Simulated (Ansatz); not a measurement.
Calculated electric field gradients for CdSe at a changed volume

The cell is an entry of the Crystallography Open Database (COD), relaxed with PBE at fixed cell and then changed (volume scaled by 1.06, ions relaxed).

```cif
data_structure
_symmetry_space_group_name_H-M 'P 1'
_symmetry_Int_Tables_number 1
_cell_length_a 4.3833
_cell_length_b 4.3833
_cell_length_c 7.1475
_cell_angle_alpha 90.000
_cell_angle_beta 90.000
_cell_angle_gamma 120.000
_cell_volume 118.93
loop_
_atom_site_label
_atom_site_type_symbol
_atom_site_fract_x
_atom_site_fract_y
_atom_site_fract_z
_atom_site_occupancy
Cd1 Cd 0.33333 0.66667 0.00048 1
Cd2 Cd 0.66667 0.33333 0.50048 1
Se3 Se 0.33333 0.66667 0.37631 1
Se4 Se 0.66667 0.33333 0.87631 1
```

Atom numbers follow the list; atoms alike are taken as one site, whose name carries the number of the first.

Method: Kohn–Sham DFT in Ansatz, PBE, plane waves and PAW, scalar-relativistic, 420 eV cutoff, Γ-centred 12×12×6 k-points, Fermi–Dirac smearing 0.02 eV.

V_zz is the principal component of the electric field gradient with the largest magnitude, η = (V_xx − V_yy)/V_zz and C_Q = eQV_zz/h.

Question: What field gradients does the calculation give at each kind of site?

Answer: 

```json
{"site": "Cd", "atoms (order as listed)": "1, 2", "first shell": "4 Se at 2.68–2.69 Å", "V_xx, V_yy, V_zz (10²¹ V/m²)": "-0.079, -0.079, 0.16", "η": "0.00", "C_Q (MHz)": "–"}
{"site": "Se", "atoms (order as listed)": "3, 4", "first shell": "4 Cd at 2.68–2.69 Å", "V_xx, V_yy, V_zz (10²¹ V/m²)": "-0.052, -0.052, 0.10", "η": "0.00", "C_Q (MHz)": "–"}
```

An axis of threefold or higher order runs through Cd and Se, so V_zz lies along it and η is zero.

Cd, Se have no stable isotope with a ground-state quadrupole moment in the table, so no C_Q is given.

Without spin–orbit coupling (the program notes it for Cd) the gradients can shift somewhat, as the gap is small.
